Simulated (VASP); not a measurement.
# InPd (Pm-3m) in VASP: single point with PBEsol

Aim: the single point of InPd with PBEsol.

Everything below comes from runs of VASP 6.6.1. Logs are shortened: lines on timing, memory, paths and dates and some standing lists are left out, and cuts for length are marked.

## (1) Starting point

The structure is cubic, space group Pm-3m (No. 221). Conventional cell: a = 3.248 Å, b = 3.248 Å, c = 3.248 Å, α = 90.00°, β = 90.00°, γ = 90.00°. In (site symmetry m-3m) has 8 Pd at 2.81 Å as nearest neighbours. Pd (site symmetry m-3m) has 8 In at 2.81 Å as nearest neighbours.

The cell comes from a database or a generator and needn't be the stable form of this composition.

## (2) Single point, PBEsol

INCAR

```
SYSTEM = InPd
  PREC = Accurate
  ENCUT = 520
  EDIFF = 1E-6
  ISMEAR = 1
  SIGMA = 0.1
  LREAL = .FALSE.
  LASPH = .TRUE.
  NELM = 80
  ALGO = Normal
  ISIF = 2
  LWAVE = .FALSE.
  LCHARG = .FALSE.
  GGA = PS
  ICORELEVEL = 1
```

KPOINTS

```
Automatic mesh
0
G
  9 9 28
  0 0 0
```

POSCAR

```
InPd
1.0
    4.5939525500      0.0000000000      0.0000000000
   -2.2969762700      3.9784796100      0.0000000000
    2.2969762700      1.3261598700      1.8754732700
In Pd
1 1
Direct
    0.0000000000      0.0000000000      0.0000000000
    0.0000000000      0.5000000000      0.5000000000
```

Potentials or basis: VASP PAW PBE potentials, release 64 (In_d, Pd).

Run with:

```console
$ cat potpaw_PBE.64/In_d/POTCAR potpaw_PBE.64/Pd/POTCAR > POTCAR
$ mpirun -np 1 vasp_std > vasp.out
```

OUTCAR:

```text
SYSTEM = InPd
   PREC = Accurate
   ENCUT = 520
   EDIFF = 1E-6
   ISMEAR = 1
   LREAL = .FALSE.
   LASPH = .TRUE.
   NELM = 80
   ISIF = 2
   GGA = PS

 ion  position               nearest neighbor table
   1  0.000  0.000  0.000-   2 2.81   2 2.81   2 2.81   2 2.81   2 2.81   2 2.81   2 2.81
   2  0.000  0.500  0.500-   1 2.81   1 2.81   1 2.81   1 2.81   1 2.81   1 2.81   1 2.81

  LATTYP: Found a simple cubic cell.
 ALAT       =     3.2484149965

  Lattice vectors:

 A1 = (   0.0000000100,   2.6523197400,  -1.8754732700)
 A2 = (  -2.2969762800,   1.3261598700,   1.8754732700)
 A3 = (   2.2969762700,   1.3261598700,   1.8754732700)

Analysis of symmetry for initial positions (statically):
=====================================================================
 Subroutine PRICEL returns:
 Original cell was already a primitive cell.

 Routine SETGRP: Setting up the symmetry group for a
 simple cubic supercell.

 Subroutine GETGRP returns: Found 48 space group operations
 (whereof 48 operations were pure point group operations)
 out of a pool of 48 trial point group operations.

The static configuration has the point symmetry O_h .

Analysis of symmetry for dynamics (positions and initial velocities):
=====================================================================
 Subroutine PRICEL returns:
 Original cell was already a primitive cell.

 Routine SETGRP: Setting up the symmetry group for a
 simple cubic supercell.

 Subroutine GETGRP returns: Found 48 space group operations
 (whereof 48 operations were pure point group operations)
 out of a pool of 48 trial point group operations.

The dynamic configuration has the point symmetry O_h .

 Subroutine INISYM returns: Found 48 space group operations
 (whereof 48 operations are pure point group operations),
 and found     1 'primitive' translations

----------------------------------------------------------------------------------------

                                     Primitive cell

  volume of cell :      34.2779

  direct lattice vectors                    reciprocal lattice vectors
     4.593952550  0.000000000  0.000000000     0.217677477  0.125676150 -0.355465831
    -2.296976270  3.978479610  0.000000000     0.000000000  0.251352300 -0.177732916
     2.296976270  1.326159870  1.875473270     0.000000000  0.000000000  0.533198748

  length of vectors
     4.593952550  4.593952546  3.248414994     0.435354954  0.307842440  0.533198748

  position of ions in fractional coordinates (direct lattice)
     0.000000000  0.000000000  0.000000000
     0.000000000  0.500000000  0.500000000

  ion indices of the primitive-cell ions
   primitive index   ion index
                 1           1
                 2           2

----------------------------------------------------------------------------------------

 KPOINTS: Automatic mesh

Automatic generation of k-mesh.
 Grid dimensions read from file:
 generate k-points for:    9    9   28

 Generating k-lattice:

  Cartesian coordinates                     Fractional coordinates (reciprocal lattice)
     0.024186386  0.013964017 -0.039496203     0.111111111  0.000000000  0.000000000
     0.000000000  0.027928033 -0.019748102     0.000000000  0.111111111  0.000000000
     0.000000000  0.000000000  0.019042812     0.000000000  0.000000000  0.035714286

  Length of vectors
     0.048372773  0.034204716  0.019042812

  Shift w.r.t. Gamma in fractional coordinates (k-lattice)
     0.000000000  0.000000000  0.000000000

 -----------------------------------------------------------------------------
|                                                                             |
|           W    W    AA    RRRRR   N    N  II  N    N   GGGG   !!!           |
|           W    W   A  A   R    R  NN   N  II  NN   N  G    G  !!!           |
|           W    W  A    A  R    R  N N  N  II  N N  N  G       !!!           |
|           W WW W  AAAAAA  RRRRR   N  N N  II  N  N N  G  GGG   !            |
|           WW  WW  A    A  R   R   N   NN  II  N   NN  G    G                |
|           W    W  A    A  R    R  N    N  II  N    N   GGGG   !!!           |
|                                                                             |
|     Your reciprocal lattice and k-lattice belong to different lattice       |
|     classes:                                                                |
|                                                                             |
|        The reciprocal lattice is simple cubic,                              |
|        whereas your k-lattice is base-centered monoclinic.                  |
|                                                                             |
|     Results are often still useful ...                                      |
|                                                                             |
 -----------------------------------------------------------------------------

 WARNING: IBZKPT: internal override: KBLOWUP is changed to .FALSE.
      ... skipping the blow-up phase ...

 Subroutine IBZKPT returns following result:
 ===========================================

 Found    615 irreducible k-points:

 Following reciprocal coordinates:
            Coordinates               Weight
  0.000000  0.000000  0.000000      1.000000
  0.111111  0.000000  0.000000      4.000000
  0.222222  0.000000  0.000000      4.000000
  0.333333  0.000000  0.000000      4.000000
  0.444444  0.000000  0.000000      4.000000
  0.000000  0.111111  0.000000      4.000000
[... 16 lines left out ...]
 -0.222222 -0.000000  0.035714      2.000000
 -0.111111 -0.000000  0.035714      2.000000
 [... further k-points ...]
   k-points           NKPTS =    615   k-points in BZ     NKDIM =    615   number of bands    NBANDS=     15
   number of dos      NEDOS =    301   number of ions     NIONS =      2
   total plane-waves  NPLWV =  31104
   dimension x,y,z NGX =    36 NGY =   36 NGZ =   24
   dimension x,y,z NGXF=    72 NGYF=   72 NGZF=   48
   ions per type =               1   1
   NGX,Y,Z   is equivalent  to a cutoff of  13.03, 13.03, 12.28 a.u.
   NGXF,Y,Z  is equivalent  to a cutoff of  26.06, 26.06, 24.57 a.u.
 SYSTEM =  InPd
   PREC   = accura    normal or accurate (medium, high low for compatibility)
   ISTART =      0    job   : 0-new  1-cont  2-samecut
   ICHARG =      2    charge: 1-file 2-atom 10-const
   ISPIN  =      1    spin polarized calculation?
   LNONCOLLINEAR =      F non collinear calculations
   LSORBIT =      F    spin-orbit coupling
   LASPH  =      T    aspherical Exc in radial PAW
   ENCUT  =  520.0 eV  38.22 Ry    6.18 a.u.   8.54  8.54  6.04*2*pi/ulx,y,z
   NELM   =     80;   NELMIN=  2; NELMDL= -5     # of ELM steps
   EDIFF  = 0.1E-05   stopping-criterion for ELM
   LREAL  =      F    real-space projection
   EDIFFG = 0.1E-04   stopping-criterion for IOM
   NSW    =      0    number of steps for IOM
   IBRION =     -1    ionic relax: 0-MD 1-quasi-New 2-CG
   NFREE  =      0    steps in history (QN), initial steepest desc. (CG)
   ISIF   =      2    stress and relaxation
   ISYM   =      2    0-nonsym 1-usesym 2-fastsym
   POTIM  = 0.5000    time-step for ionic-motion
   TEBEG  =    0.0;   TEEND  =   0.0 temperature during run
   PSTRESS=    0.0 pullay stress
   NELECT =      23.0000    total number of electrons
   NUPDOWN=      -1.0000    fix difference up-down
   EMIN   =  10.00;   EMAX   =-10.00  energy-range for DOS
   EFERMI =   0.00;   METHOD = LEGACY
   ISMEAR =     1;   SIGMA  =   0.10  broadening in eV -4-tet -1-fermi 0-gaus
   EFERMI_NEDOS =   21; number of points for ismear=-14 and -15
   IALGO  =     38    algorithm
   IMIX   =      4    mixing-type and parameters
     AMIX     =   0.40;   BMIX     =  1.00
     AMIX_MAG =   1.60;   BMIX_MAG =  1.00
  volume/ion in A,a.u.               =      17.14       115.66
  Fermi-wavevector in a.u.,A,eV,Ry     =   1.433219  2.708391 27.947960  2.054117
  Thomas-Fermi vector in A             =   2.552761
   LORBIT       =      0    0 simple, 1 ext, 2 COOP (PROOUT), +10 PAW based schemes
   GGA     = PS    functional components
   LHFCALC =     F    Hartree Fock is set to
   AEXX    =    0.0000 exact exchange contribution
   IVDW    =     0    specifies the selected vdW correction
   LEPSILON=     F    determine dielectric tensor
   LRPA    =     F    only Hartree local field effects (RPA)
 non-spin polarized calculation
 Methfessel and Paxton  Order N= 1 SIGMA  =   0.10
  energy-cutoff  :      520.00
  volume of cell :       34.28
 maximum number of plane-waves:       942
 NGX is ok and might be reduce to    36
   NGX = 17   NGY = 17   NGZ = 13

 number of electron      22.9999997 magnetization

 Free energy of the ion-electron system (eV)
  ---------------------------------------------------
  ext. energy  EPLUGINS =         0.00000000
  ---------------------------------------------------
  free energy    TOTEN  =        -9.99744044 eV

  energy without entropy =       -9.99740420  energy(sigma->0) =       -9.99742836

 the core state eigenenergies are
   1-  1s -27733.2362  2s  -4139.7483  2p  -3713.7304  3s   -773.6671  3p   -634.2216
       3d   -417.8943  4s   -104.9216  4p    -63.3897
   2-  1s -24150.1583  2s  -3516.5010  2p  -3151.2549  3s   -624.9261  3p   -504.9231
       3d   -314.4664  4s    -73.9994  4p    -39.7408

 E-fermi :  10.7039     XC(G=0): -12.5262

 val. band max:       10.7038918142   @ k =  -0.2222  -0.0000   0.1786
 cond. band min:      10.7065418823   @ k =  -0.2222   0.4444   0.4286
 fundamental gap:      0.0026500682
 Fermi energy:        10.7039392114

 k-point     1 :       0.0000    0.0000    0.0000
  band No.  band energies     occupation
      1      -4.2702      2.00000
      2      -4.2702      2.00000
      3      -3.8297      2.00000
      4      -3.8297      2.00000
      5      -3.8297      2.00000
      6       0.3629      2.00000
      7       6.7379      2.00000
      8       6.7379      2.00000
      9       8.3400      2.00000
     10       8.3400      2.00000
     11       8.3400      2.00000
     12      14.8590      0.00000
     13      14.8590      0.00000
     14      14.8590      0.00000
     15      20.3056      0.00000

 k-point     2 :       0.1111    0.0000    0.0000
  band No.  band energies     occupation
      1      -4.2378      2.00000
      2      -4.1993      2.00000
      3      -3.8593      2.00000
      4      -3.8473      2.00000
      5      -3.8327      2.00000
      6       0.7611      2.00000
      7       6.7558      2.00000
      8       6.7987      2.00000
      9       8.0276      2.00000
     10       8.1046      2.00000
     11       8.2838      2.00000
     12      13.9679      0.00000
     13      13.9792      0.00000
     14      15.6287      0.00000
     15      20.9961      0.00000

 k-point     3 :       0.2222    0.0000    0.0000
  band No.  band energies     occupation
      1      -4.1662      2.00000
      2      -4.0126      2.00000
      3      -3.9557      2.00000
      4      -3.8921      2.00000
      5      -3.8584      2.00000
      6       1.9120      2.00000
      7       6.6910      2.00000
      8       7.0027      2.00000
      9       7.4322      2.00000
     10       7.7838      2.00000
     11       8.1502      2.00000
     12      12.2418     -0.00000
     13      13.0474      0.00000
     14      17.4534      0.00000
     15      20.5135      0.00000
[... 343 lines left out ...]
 k-point    23 :      -0.2222   -0.0000    0.0357
  band No.  band energies     occupation
      1      -4.1379      2.00000
      2      -3.9988      2.00000
      3      -3.9391      2.00000
      4      -3.9108      2.00000
      5      -3.8776      2.00000
      6       2.4232      2.00000
      7       6.5809      2.00000
      8       7.1028      2.00000
      9       7.3803      2.00000
     10       7.7345      2.00000
     11       8.0863      2.00000
     12      11.7156     -0.00000
     13      12.8881      0.00000
     14      17.8626      0.00000
     15      19.6356      0.00000

 k-point    24 :      -0.1111   -0.0000    0.0357
  band No.  band energies     occupation
      1      -4.2119      2.00000
      2      -4.1486      2.00000
      3      -3.8827      2.00000
      4      -3.8610      2.00000
      5      -3.8396      2.00000
      6       1.0744      2.00000
      7       6.7704      2.00000
      8       6.8480      2.00000
      9       7.8178      2.00000
     10       7.9796      2.00000
     11       8.2272      2.00000
     12      13.4830      0.00000
     13      13.6363      0.00000
     14      15.9527      0.00000
     15      21.1813      0.00000

 [... further k-points ...]

------------------------ aborting loop because EDIFF is reached ----------------------------------------

  FORCE on cell =-STRESS in cart. coord.  units (eV):
  Direction    XX          YY          ZZ          XY          YZ          ZX
  --------------------------------------------------------------------------------------
  -------------------------------------------------------------------------------------
  Total        0.0091116      0.0091116      0.0091116      0.0000000      0.0000000     -0.0000000
  in kB        0.4258828      0.4258828      0.4258828      0.0000000      0.0000000     -0.0000000
  external PRESSURE =       0.4258828 kB  Pullay stress =       0.0000000 kB

 VOLUME and BASIS-vectors are now :
 -----------------------------------------------------------------------------
  energy-cutoff  :      520.00
  volume of cell :       34.28
      direct lattice vectors                 reciprocal lattice vectors
     4.593952550  0.000000000  0.000000000     0.217677477  0.125676150 -0.355465831
    -2.296976270  3.978479610  0.000000000     0.000000000  0.251352300 -0.177732916
     2.296976270  1.326159870  1.875473270     0.000000000  0.000000000  0.533198748

 POSITION                                       TOTAL-FORCE (eV/Angst)
 -----------------------------------------------------------------------------------
      0.00000      0.00000      0.00000        -0.000000      0.000000      0.000000
      0.00000      2.65232      0.93774         0.000000     -0.000000      0.000000
 -----------------------------------------------------------------------------------
    total drift:                                0.000000      0.000000      0.000000

  FREE ENERGIE OF THE ION-ELECTRON SYSTEM (eV)
  ---------------------------------------------------
  free  energy   TOTEN  =        -9.9974404361 eV

  energy  without entropy=       -9.9974041979  energy(sigma->0) =       -9.99742836
```

Run time: 3.5 min. Hardware: 1 thread of Intel Xeon Platinum 8488C (Sapphire Rapids), shared host; peak memory 0.48 GiB.

Results:

* Free energy: -9.9974 eV
* Pressure: 0.0 GPa
* Band gap on the k mesh: none (metal or under the smearing width)

Core levels (eV, on the scale of the bands):
| atom | levels |
| --- | --- |
| 1 In | 1s -27733.2, 2s -4139.7, 2p -3713.7, 3s -773.7, 3p -634.2, 3d -417.9, 4s -104.9, 4p -63.4 |
| 2 Pd | 1s -24150.2, 2s -3516.5, 2p -3151.3, 3s -624.9, 3p -504.9, 3d -314.5, 4s -74.0, 4p -39.7 |

Caveat: the PAW data sets were made with another functional, which shifts forces and pressure a little.
